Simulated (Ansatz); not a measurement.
CuAu, 2 atoms in the cell. It takes space group P4/mmm (No. 123, tetragonal). Conventional cell: a = 2.811 Å, b = 2.811 Å, c = 3.685 Å, α = 90.00°, β = 90.00°, γ = 90.00°. Au (site symmetry 4/mmm) has 8 Cu at 2.71 Å and 4 Au at 2.81 Å as nearest neighbours. Cu (site symmetry 4/mmm) is surrounded by 8 Au at 2.71 Å and 4 Cu at 2.81 Å. 

- Program: Ansatz 0.2.0
- Task: band structure
- Functional: PBEsol
- Potentials or basis: Ansatz PAW
- Cutoff: 420 eV (not typed: the program's choice for these potentials)
- k mesh: 9 × 9 × 7
- Occupations: fermi-dirac, width 0.05 eV
- Spin: spin-orbit coupling, no magnetisation
- Path: [["G", "X", "M", "G", "Z", "R", "A", "Z"], ["X", "R"], ["M", "A"]]
- Points for each segment of the path: 14

Potentials or basis: Ansatz PAW.

The run is started by

```bash
$ ansatz run input.yaml --threads 2 --pin off --max-ram 5632MiB --backend cpu --events-out ev --progress --plain --runs-dir out
```

Hardware: 2 threads of Intel(R) Xeon(R) Processor @ 2.50GHz (Skylake/Cascade Lake), with other jobs on the host.

Q: How long does it take, and how much memory?

A: It took 36 s on 2 threads of Intel(R) Xeon(R) Processor @ 2.50GHz (Skylake/Cascade Lake), on a shared host, peak memory 0.53 GiB. Counts: scf iterations 9, plane waves 553, k points 60, bands 44.
